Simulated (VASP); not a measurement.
A run of VASP 6.6.1 is set up as follows.

The input INCAR:

```
SYSTEM = GaN
PREC = Accurate
ENCUT = 520
EDIFF = 1E-8
ISMEAR = 0
SIGMA = 0.01
LREAL = .False.
LASPH = .True.
NELM = 60
ALGO = Fast
ISIF = 2
LWAVE = .False.
LCHARG = .False.
GGA = PE
LEPSILON = .True.
```

KPOINTS

```
regular mesh
0
Gamma
  12 12 12
  0 0 0
```

Contents of POSCAR:

```
GaN
1.0
    0.0000000000      1.9925000000      1.9925000000
    1.9925000000      0.0000000000      1.9925000000
    1.9925000000      1.9925000000      0.0000000000
Ga N
1 1
Direct
    0.5000000000      0.5000000000      0.5000000000
    0.0000000000      0.0000000000      0.0000000000
```

Potentials or basis: VASP PAW PBE potentials, release 64 (Ga_d, N).

Run with:

```bash
$ cat potpaw_PBE.64/Ga_d/POTCAR potpaw_PBE.64/N/POTCAR > POTCAR
$ mpirun -np 1 vasp_std > vasp.out
```

(1) Estimate the electronic dielectric tensor (diagonal).

(2) Estimate the Born charges (mean of the diagonal).

(3) What does it give for the band gap on the k mesh?

Answers

(1) 6.56.

(2) Ga +3.33; N -3.33 e.

(3) 1.81 eV, indirect (least direct gap 5.21 eV).
